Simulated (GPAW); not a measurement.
# InAs (F-43m) in GPAW: a series of runs

Aim: see how the results for InAs move with the level of theory and the settings. Levels: PBE, PBE+D4, vdW-DF-cx, SCAN, PBEsol+D3. Tasks: band structure, equation of state.

Program: GPAW 26.7.0. These are calculated values, not measurements. Logs are shortened: lines on timing, memory, paths and dates and some standing lists are left out, and cuts for length are marked. The log counts tension as positive stress, the text compression.

**Experimental background.**

From a printed reference work, data compilation, for a bulk crystal of InAs at 4.2 K: band gap 0.418 eV (direct).

The runs below are set against these values where they give the same quantity.

## (1) Starting point

Symmetry: F-43m, No. 216, cubic system. The conventional cell has a = 6.036 Å, b = 6.036 Å, c = 6.036 Å, α = 90.00°, β = 90.00°, γ = 90.00°. In (site symmetry -43m) has 4 As at 2.61 Å as nearest neighbours. As (site symmetry -43m) is surrounded by 4 In at 2.61 Å.

## (2) Band structure, PBE

Input file run.py:

```python
from ase.dft.bandgap import bandgap
from ase.io import read, write
from ase.units import GPa
from gpaw import GPAW, PW, setup_paths

setup_paths.insert(0, '.')

atoms = read('InAs.xyz')

calc = GPAW(mode=PW(600),
            xc='PBE',
            kpts={'size': (6, 6, 6), 'gamma': True},
            occupations={'name': 'fermi-dirac', 'width': 0.05},
            nbands=18,
            convergence={'density': 1e-05, 'energy': 1e-05},
            maxiter=150,
            txt='gpaw.txt')
atoms.calc = calc
energy = atoms.get_potential_energy()
forces = atoms.get_forces()
stress = atoms.get_stress()
calc.write('gs.gpw')
write('result.traj', atoms)
print(f'Energy: {energy:.6f} eV')
print('Forces (eV/A):')
print(forces.round(4))
print('Stress (GPa):', (stress / GPa).round(3))
print('Fermi level:', round(calc.get_fermi_level(), 4), 'eV')
print(f'Gap: {bandgap(calc)[0]:.4f} eV, direct: {bandgap(calc, direct=True)[0]:.4f} eV')

path = atoms.cell.bandpath('GXWKGLUWLK,UX', npoints=80, eps=1e-4)
bs_calc = calc.fixed_density(kpts=path, symmetry='off', nbands=30,
                             convergence={'bands': 'CBM+6.0', 'eigenstates': 1e-6}, txt='bands.txt')
bs = bs_calc.band_structure()
bs.write('bs.json')
print(f'Gap on the path: {bandgap(bs_calc)[0]:.4f} eV')
```

Input file InAs.xyz:

```xyz
2
Lattice="0.0000000000 3.0180000000 3.0180000000 3.0180000000 0.0000000000 3.0180000000 3.0180000000 3.0180000000 0.0000000000" Properties=species:S:1:pos:R:3 pbc="T T T"
In     0.0000000000      0.0000000000      0.0000000000
As     4.5270000000      4.5270000000      4.5270000000
```

Potentials or basis: PAW data sets generated in the run's folder for this functional, pw.

Run with:

```console
$ gpaw-setup -f PBE As In
$ OMP_NUM_THREADS=1 python run.py
```

gpaw.txt:

```text
__  _  _
 | _ |_)|_||  |
 |__||  | ||/\| - 26.7.0

Input parameters:
  mode=PW(ecut=600.0),
  convergence={'density': 1e-05, 'energy': 1e-05},
  kpts=MonkhorstPack(size=(6, 6, 6), gamma=True),
  maxiter=150,
  nbands=18,
  occupations=Occupations(name='fermi-dirac', width=0.05),
  xc=XC(name='PBE')

Diagonalizing LCAO Hamiltonian
Converting LCAO to pw mode

                     As

       In

Atoms  # Å, Bohr magnetons
|   | symbol |        x |        y |        z |    initial magnetic moments |
|---|--------|----------|----------|----------|-----------------------------|
| 0 |     In | 0.000000 | 0.000000 | 0.000000 | ( 0.0000,  0.0000,  0.0000) |
| 1 |     As | 4.527000 | 4.527000 | 4.527000 | ( 0.0000,  0.0000,  0.0000) |

Unit cell  # Å
| periodic |        x |        y |        z |  lengths |    angles |
|----------|----------|----------|----------|----------|-----------|
|      yes | 0.000000 | 3.018000 | 3.018000 | 4.268097 | 60.000000 |
|      yes | 3.018000 | 0.000000 | 3.018000 | 4.268097 | 60.000000 |
|      yes | 3.018000 | 3.018000 | 0.000000 | 4.268097 | 60.000000 |

Number of symmetries: 24
Symmetry operations  # r_c * U_cc + t_c -> r_c
|    | kind |            matrix            |
|----|------|------------------------------|
|  0 |  E   |  1, 0, 0,  0, 1, 0,  0, 0, 1 |
|  1 |  σ   |  1, 0, 0,  0, 0, 1,  0, 1, 0 |
|  2 |  σ   |  1, 0,-1,  0, 1,-1,  0, 0,-1 |
|  3 |  C3  |  1, 0,-1,  0, 0,-1,  0, 1,-1 |
|  4 |  C3  |  1,-1, 0,  0,-1, 1,  0,-1, 0 |
|  5 |  σ   |  1,-1, 0,  0,-1, 0,  0,-1, 1 |
|  6 |  σ   |  0, 1, 0,  1, 0, 0,  0, 0, 1 |
|  7 |  C3  |  0, 1, 0,  0, 0, 1,  1, 0, 0 |
|  8 |  C2  |  0, 1,-1,  1, 0,-1,  0, 0,-1 |
|  9 |  S4  |  0, 1,-1,  0, 0,-1,  1, 0,-1 |
| 10 |  C3  |  0, 0, 1,  1, 0, 0,  0, 1, 0 |
| 11 |  σ   |  0, 0, 1,  0, 1, 0,  1, 0, 0 |
| 12 |  S4  |  0, 0,-1,  1, 0,-1,  0, 1,-1 |
| 13 |  C3  |  0, 0,-1,  0, 1,-1,  1, 0,-1 |
| 14 |  S4  |  0,-1, 1,  1,-1, 0,  0,-1, 0 |
| 15 |  C2  |  0,-1, 1,  0,-1, 0,  1,-1, 0 |
| 16 |  C3  |  0,-1, 0,  1,-1, 0,  0,-1, 1 |
| 17 |  S4  |  0,-1, 0,  0,-1, 1,  1,-1, 0 |
| 18 |  S4  | -1, 1, 0, -1, 0, 1, -1, 0, 0 |
| 19 |  C3  | -1, 1, 0, -1, 0, 0, -1, 0, 1 |
| 20 |  C3  | -1, 0, 1, -1, 1, 0, -1, 0, 0 |
| 21 |  S4  | -1, 0, 1, -1, 0, 0, -1, 1, 0 |
| 22 |  σ   | -1, 0, 0, -1, 1, 0, -1, 0, 1 |
| 23 |  C2  | -1, 0, 0, -1, 0, 1, -1, 1, 0 |

BZ-sampling:
  Number of BZ points: 216
  Number of IBZ points: 16

  Monkhorst-Pack size: [6, 6, 6]
  Monkhorst-Pack shift: [0.08333333333333333, 0.08333333333333333, 0.08333333333333333]

K-points  # in reciprocal-cell coordinates
|     |                                coordinates |     weight |
|-----|--------------------------------------------|------------|
|   0 | (  0.00000000,   0.00000000,   0.00000000) | 0.00462963 |
|   1 | (  0.16666667,   0.16666667,   0.00000000) | 0.02777778 |
|   2 | (  0.16666667,   0.16666667,   0.16666667) | 0.03703704 |
|   3 | (  0.33333333,   0.16666667,   0.16666667) | 0.05555556 |
|   4 | (  0.33333333,   0.33333333,  -0.33333333) | 0.05555556 |
|   5 | (  0.33333333,   0.33333333,   0.00000000) | 0.02777778 |
|   6 | (  0.33333333,   0.33333333,   0.16666667) | 0.11111111 |
|   7 | (  0.33333333,   0.33333333,   0.33333333) | 0.03703704 |
|   8 | (  0.50000000,   0.33333333,  -0.33333333) | 0.11111111 |
|   9 | (  0.50000000,   0.33333333,  -0.16666667) | 0.05555556 |
| ... |                                            |            |
|  15 | (  0.50000000,   0.50000000,   0.50000000) | 0.01851852 |

Plane wave coefficients: 1853
Cutoff: 600.0 eV

Spin-components: 1 (collinear spins)
Bands:           18
Projectors:      11
Spin-degeneracy: 2
Datatype:        complex128

Parallelization:
  kpt:    1
  domain: 1
  band:   1

Density:
  Valence electrons: 18.0
  Components: 1
  Grid points: [25 25 25]
  Charge: 0.0  # |e|

Potential:
  Grid points: [25 25 25]

species:
  In:
    name:    Indium
    Z:       49.0
    valence: 13
    core:    36
    charge:  0.0  # [|e|]
    compensation charges:
      type: gauss
      rc: 0.36  # [Å]
      lmax: 2
    cutoffs:
      filter: 2.09  # [Å]
      core: 2.48  # [Å]
    projectors
    | kind |    occ | energy [eV] | rcut [Å] |
    |------|--------|-------------|----------|
    |   5s |  2.000 |      -8.203 |    1.185 |
    |   5p |  1.000 |      -2.521 |    1.244 |
    |   4d | 10.000 |     -18.629 |    1.148 |
    |    s |        |      19.008 |    1.185 |
    |    p |        |      24.691 |    1.244 |
    |    d |        |       8.583 |    1.148 |

    Using partial waves for In as LCAO basis

  As:
    name:    Arsenic
    Z:       33.0
    valence: 5
    core:    28
    charge:  0.0  # [|e|]
    compensation charges:
      type: gauss
      rc: 0.33  # [Å]
      lmax: 2
    cutoffs:
      filter: 1.87  # [Å]
      core: 2.96  # [Å]
    projectors
    | kind |    occ | energy [eV] | rcut [Å] |
    |------|--------|-------------|----------|
    |   4s |  2.000 |     -14.486 |    1.058 |
    |   4p |  3.000 |      -5.196 |    1.058 |
    |    s |        |      12.725 |    1.058 |
    |    p |        |      22.016 |    1.058 |
    |    d |        |       0.000 |    1.058 |

    Using partial waves for As as LCAO basis

Reference energy: -221478.395442  # eV

eigensolver:
  PPCG
  Converge bands: occupied
  niter=2

density mixing:
  MSR1-Mixer
  Pratt-step length: 0.05
  Maximum mixing coefficient: 0.75
  Old densities: 10
  SVD Regularization: 0.005
  Good broyden scale: 1.0
  Trust region scale: 1.0
  Backstep threshold: 4.0
  History deletion threshold: 6.0
  Fourier metric: weight=20.0, sigma=0.015

occupation numbers:
  Fermi-Dirac:
    width: 0.0500  # eV

poisson solver:
  ecut: 4800.0  # eV

xc functional:
  name: PBE with 2 nearest neighbor stencil

convergence criteria:
- Maximum integral of absolute [dens]ity change: 1e-05 electrons / valence electron
- Maximum [total energy] change in last 3 cyles: 1e-05 eV / valence electron
- Maximum integral of absolute [eigenst]ate change: 4e-08 eV^2 / valence electron
maximum number of iterations: 150

SCF iterations
|iter     | |      energy | eigst |  dens |
|---------|-|-------------|-------|-------|
|iter:   1| |   -8.104018 | -0.34 |       |
|iter:   2| |   -8.058571 | -2.36 | -1.17 |
|iter:   3| |   -7.886016 | -1.93 | -1.21 |
|iter:   4| |   -7.887173 | -3.31 | -1.80 |
|iter:   5| |   -7.887299 | -4.10 | -2.32 |
|iter:   6| |   -7.887328c| -5.64 | -3.12 |
|iter:   7| |   -7.887331c| -6.67 | -3.56 |
|iter:   8| |   -7.887331c| -8.15c| -4.62 |
|iter:   9| |   -7.887331c| -8.39c| -5.36c|

Converged in 9 steps
Energy contributions relative to reference atoms: (reference = -221478.395442)

Energy contributions:
  Kinetic:          27.099708
  Coulomb:         -24.791515
  Zero:              0.139211
  External:          0.000000
  Xc:              -10.334250
  Entropy:          -0.000967
  Spinorbit:         0.000000
  ----------------------------
  Free energy:      -7.887814
  Extrapolated:     -7.887331

dipole moment: (-17.120696, -17.120696, -17.120696)  # |e|*Ang

Fermi level: 4.946
Eigenvalues  # (at kpt = [0.000, 0.000, 0.000])
| band index |      eig [eV] | occ [0-2] |
|------------|---------------|-----------|
|          0 |        -9.407 |     2.000 |
|        ... |               |           |
|          2 |        -9.407 |     2.000 |
|          3 |        -9.278 |     2.000 |
|          4 |        -9.278 |     2.000 |
|          5 |        -6.986 |     2.000 |
|          6 |         4.747 |     1.964 |
|          7 |         4.909 |     1.354 |
|          8 |         4.909 |     1.354 |
|          9 |         4.909 |     1.354 |
|         10 |         8.798 |     0.000 |
|         11 |         8.798 |     0.000 |
|         12 |         8.798 |     0.000 |
|         13 |        12.474 |     0.000 |
|         14 |        14.640 |     0.000 |
|         15 |        14.640 |     0.000 |
|         16 |        15.400 |     0.000 |
|         17 |        15.400 |     0.000 |

No gap
No difference between direct/indirect transitions

Forces  # eV/Ang
|        x |        y |        z |
|----------|----------|----------|
| -0.00000 | -0.00000 | -0.00000 |  # In   0
| -0.00000 |  0.00000 | -0.00000 |  # As   1

Stress tensor  # eV/Ang^3
|         x |         y |         z |
|-----------|-----------|-----------|
| -0.025652 | -0.000000 | -0.000000 |
| -0.000000 | -0.025652 |  0.000000 |
| -0.000000 |  0.000000 | -0.025652 |

# Writing to gs.gpw (mode='')
```

Run time: 48 s. Hardware: 1 thread of Arm Neoverse V1, shared host; peak memory 0.28 GiB.

What came out:

```
Free energy             : -7.8878 eV
Pressure                : 4.1 GPa
Band gap along the path : none (metal or under the smearing width)
```

Levels at the corners of the path, in eV from the Fermi level:
```csv
point,band 5,band 6,band 7,band 8,band 9,band 10,band 11,band 12,band 13
Γ,-14.22,-11.93,-0.20,-0.04,-0.04,-0.04,3.85,3.85,3.85
X,-14.20,-9.89,-5.90,-2.39,-2.39,1.50,2.03,9.19,9.27
W,-14.22,-9.83,-5.76,-3.02,-2.95,4.20,4.26,4.97,6.05
K,-14.21,-9.90,-5.76,-3.34,-2.01,2.07,4.25,7.29,7.39
Γ,-14.22,-11.93,-0.20,-0.04,-0.04,-0.04,3.85,3.85,3.85
L,-14.22,-10.44,-5.83,-1.04,-1.04,0.93,4.64,4.64,6.84
U,-14.21,-9.90,-5.76,-3.34,-2.01,2.07,4.25,7.29,7.39
W,-14.22,-9.83,-5.76,-3.02,-2.95,4.20,4.26,4.97,6.05
L,-14.22,-10.44,-5.83,-1.04,-1.04,0.93,4.64,4.64,6.84
K,-14.21,-9.90,-5.76,-3.34,-2.01,2.07,4.25,7.29,7.39
U,-14.21,-9.90,-5.76,-3.34,-2.01,2.07,4.25,7.29,7.39
X,-14.20,-9.89,-5.90,-2.39,-2.39,1.50,2.03,9.19,9.27
```

Caveat: spin-orbit coupling is left out, which moves the levels of the heavy elements; this crystal is a semiconductor, whose small gap the functional closes, so the metal is an error of the method.

## (3) Equation of state, PBE+D4

Input file run.py:

```python
from ase.calculators.mixing import SumCalculator
from ase.eos import EquationOfState
from ase.io import Trajectory, read
from ase.units import GPa
from dftd4.ase import DFTD4
from gpaw import GPAW, PW

atoms = read('POSCAR')

traj = Trajectory('eos.traj', 'w')
volumes, energies = [], []
for x in [0.94, 0.96, 0.98, 1.0, 1.02, 1.04, 1.06]:
    a = atoms.copy()
    a.set_cell(atoms.cell * x**(1 / 3), scale_atoms=True)
    calc = GPAW(mode=PW(600),
                xc='PBE',
                kpts={'size': (6, 6, 6), 'gamma': True},
                occupations={'name': 'fermi-dirac', 'width': 0.05},
                nbands=18,
                convergence={'density': 1e-05, 'energy': 1e-05},
                maxiter=150,
                txt=f'eos-{x:.2f}.txt')
    a.calc = SumCalculator([calc, DFTD4(method='pbe')])
    energies.append(a.get_potential_energy())
    volumes.append(a.get_volume())
    p = -a.get_stress()[:3].mean() / GPa
    calc.write(f'eos-{x:.2f}.gpw')
    traj.write(a)
    print(f'{x:.2f} {volumes[-1]:10.4f} A^3 {energies[-1]:14.6f} eV {p:9.3f} GPa', flush=True)

v0, e0, B = EquationOfState(volumes, energies, eos='birchmurnaghan').fit()
print(f'V0 = {v0:.4f} A^3, E0 = {e0:.6f} eV, B0 = {B / GPa:.2f} GPa')
```

Input file POSCAR:

```
InAs
1.0
    0.0000000000      3.0180000000      3.0180000000
    3.0180000000      0.0000000000      3.0180000000
    3.0180000000      3.0180000000      0.0000000000
In As
1 1
Direct
    0.0000000000      0.0000000000      0.0000000000
    0.7500000000      0.7500000000      0.7500000000
```

Potentials or basis: GPAW PAW data sets (gpaw-data 1.2.1), pw.

Run with:

```console
$ OMP_NUM_THREADS=1 python run.py
```

What it wrote:

```text
__  _  _
 | _ |_)|_||  |
 |__||  | ||/\| - 26.7.0

Input parameters:
  mode=PW(ecut=600.0),
  convergence={'density': 1e-05, 'energy': 1e-05},
  kpts=MonkhorstPack(size=(6, 6, 6), gamma=True),
  maxiter=150,
  nbands=18,
  occupations=Occupations(name='fermi-dirac', width=0.05),
  xc=XC(name='PBE')

Diagonalizing LCAO Hamiltonian
Converting LCAO to pw mode

                     As

       In

Atoms  # Å, Bohr magnetons
|   | symbol |        x |        y |        z |    initial magnetic moments |
|---|--------|----------|----------|----------|-----------------------------|
| 0 |     In | 0.000000 | 0.000000 | 0.000000 | ( 0.0000,  0.0000,  0.0000) |
| 1 |     As | 4.465817 | 4.465817 | 4.465817 | ( 0.0000,  0.0000,  0.0000) |

Unit cell  # Å
| periodic |        x |        y |        z |  lengths |    angles |
|----------|----------|----------|----------|----------|-----------|
|      yes | 0.000000 | 2.977211 | 2.977211 | 4.210412 | 60.000000 |
|      yes | 2.977211 | 0.000000 | 2.977211 | 4.210412 | 60.000000 |
|      yes | 2.977211 | 2.977211 | 0.000000 | 4.210412 | 60.000000 |

Number of symmetries: 24
Symmetry operations  # r_c * U_cc + t_c -> r_c
|    | kind |            matrix            |
|----|------|------------------------------|
|  0 |  E   |  1, 0, 0,  0, 1, 0,  0, 0, 1 |
|  1 |  σ   |  1, 0, 0,  0, 0, 1,  0, 1, 0 |
|  2 |  σ   |  1, 0,-1,  0, 1,-1,  0, 0,-1 |
|  3 |  C3  |  1, 0,-1,  0, 0,-1,  0, 1,-1 |
|  4 |  C3  |  1,-1, 0,  0,-1, 1,  0,-1, 0 |
|  5 |  σ   |  1,-1, 0,  0,-1, 0,  0,-1, 1 |
|  6 |  σ   |  0, 1, 0,  1, 0, 0,  0, 0, 1 |
[... 128 lines left out ...]
  Trust region scale: 1.0
  Backstep threshold: 4.0
  History deletion threshold: 6.0
  Fourier metric: weight=20.0, sigma=0.015

occupation numbers:
  Fermi-Dirac:
    width: 0.0500  # eV

poisson solver:
  ecut: 4800.0  # eV

xc functional:
  name: PBE with 2 nearest neighbor stencil

convergence criteria:
- Maximum integral of absolute [dens]ity change: 1e-05 electrons / valence electron
- Maximum [total energy] change in last 3 cyles: 1e-05 eV / valence electron
- Maximum integral of absolute [eigenst]ate change: 4e-08 eV^2 / valence electron
maximum number of iterations: 150

SCF iterations
|iter     | |      energy | eigst |  dens |
|---------|-|-------------|-------|-------|
|iter:   1| |   -8.040689 | -0.32 |       |
|iter:   2| |   -7.993879 | -2.35 | -1.17 |
|iter:   3| |   -7.811348 | -1.91 | -1.20 |
|iter:   4| |   -7.812510 | -3.29 | -1.80 |
|iter:   5| |   -7.812662 | -4.07 | -2.30 |
|iter:   6| |   -7.812692 | -5.64 | -3.12 |
|iter:   7| |   -7.812695c| -6.63 | -3.56 |
|iter:   8| |   -7.812695c| -8.16c| -4.59 |
|iter:   9| |   -7.812695c| -8.39c| -5.35c|

Converged in 9 steps
Energy contributions relative to reference atoms: (reference = -221478.393260)

Energy contributions:
  Kinetic:          31.070685
  Coulomb:         -28.001036
  Zero:              0.139457
  External:          0.000000
  Xc:              -11.021288
  Entropy:          -0.001027
  Spinorbit:         0.000000
  ----------------------------
  Free energy:      -7.813209
  Extrapolated:     -7.812695

dipole moment: (-16.798513, -16.798513, -16.798513)  # |e|*Ang

Fermi level: 5.420
Eigenvalues  # (at kpt = [0.000, 0.000, 0.000])
| band index |      eig [eV] | occ [0-2] |
|------------|---------------|-----------|
|          0 |        -9.061 |     2.000 |
|        ... |               |           |
|          2 |        -9.061 |     2.000 |
|          3 |        -8.915 |     2.000 |
|          4 |        -8.915 |     2.000 |
|          5 |        -6.820 |     2.000 |
|          6 |         5.351 |     1.597 |
|          7 |         5.351 |     1.597 |
[... 8 lines left out ...]
|         16 |        15.907 |     0.000 |
|         17 |        15.907 |     0.000 |

No gap
No difference between direct/indirect transitions

Stress tensor  # eV/Ang^3
|         x |         y |         z |
|-----------|-----------|-----------|
| -0.044321 | -0.000000 |  0.000000 |
| -0.000000 | -0.044321 |  0.000000 |
|  0.000000 |  0.000000 | -0.044321 |

# Writing to eos-0.96.gpw (mode='')
```

It took 69 s on 1 thread of Arm Neoverse V1, shared host; peak memory 0.27 GiB.

Results:

| Property | Result |
| --- | --- |
| Equilibrium volume | 28.42 Å³/atom |
| Bulk modulus | 55 GPa |
| Pressure derivative of the bulk modulus | 4.3 |

Energy against volume, from the lowest point:
| volume (Å³/atom) | energy (meV/atom) |
| --- | --- |
| 25.840 | 47.67 |
| 26.389 | 28.38 |
| 26.939 | 14.45 |
| 27.489 | 5.37 |
| 28.039 | 0.71 |
| 28.588 | 0.00 |
| 29.138 | 2.82 |

Zero-point motion and thermal expansion aren't in these numbers.

## (4) Equation of state, vdW-DF-cx

Input file run.py:

```python
from ase import Atoms
from ase.eos import EquationOfState
from ase.io import Trajectory
from ase.units import GPa
from gpaw import GPAW, PW

atoms = Atoms(['In', 'As'],
              cell=[[0.0, 3.018, 3.018],
                    [3.018, 0.0, 3.018],
                    [3.018, 3.018, 0.0]],
              scaled_positions=[[0.0, 0.0, 0.0],
                                [0.75, 0.75, 0.75]],
              pbc=True)

traj = Trajectory('eos.traj', 'w')
volumes, energies = [], []
for x in [0.94, 0.96, 0.98, 1.0, 1.02, 1.04, 1.06]:
    a = atoms.copy()
    a.set_cell(atoms.cell * x**(1 / 3), scale_atoms=True)
    calc = GPAW(mode=PW(600),
                xc={'name': 'vdW-DF-cx', 'backend': 'libvdwxc'},
                kpts={'size': (6, 6, 6), 'gamma': True},
                occupations={'name': 'fermi-dirac', 'width': 0.05},
                nbands=18,
                convergence={'density': 1e-05, 'energy': 1e-05},
                maxiter=150,
                txt=f'eos-{x:.2f}.txt')
    a.calc = calc
    energies.append(a.get_potential_energy(force_consistent=True))
    volumes.append(a.get_volume())
    calc.write(f'eos-{x:.2f}.gpw')
    traj.write(a)
    print(f'{x:.2f} {volumes[-1]:10.4f} A^3 {energies[-1]:14.6f} eV', flush=True)

v0, e0, B = EquationOfState(volumes, energies, eos='birchmurnaghan').fit()
print(f'V0 = {v0:.4f} A^3, E0 = {e0:.6f} eV, B0 = {B / GPa:.2f} GPa')
```

Run with:

```console
$ OMP_NUM_THREADS=1 python run.py
```

Run time: 72 s. Hardware: 1 thread of Arm Neoverse V1, shared host; peak memory 0.3 GiB.

Results (log left out):

```
Equilibrium volume                      : 28.72 Å³/atom
Bulk modulus                            : 54 GPa
Pressure derivative of the bulk modulus : 4.6 (rough: it moves with the points fitted)
```

Energy against volume, from the lowest point:
| volume (Å³/atom) | energy (meV/atom) |
| --- | --- |
| 25.840 | 58.81 |
| 26.389 | 36.98 |
| 26.939 | 20.69 |
| 27.489 | 9.36 |
| 28.039 | 2.64 |
| 28.588 | 0.00 |
| 29.138 | 0.81 |

Caveat: the PAW data sets were made with another functional, which shifts forces and pressure a little. Zero-point motion and thermal expansion aren't in these numbers.

[end of part 1 of 2]
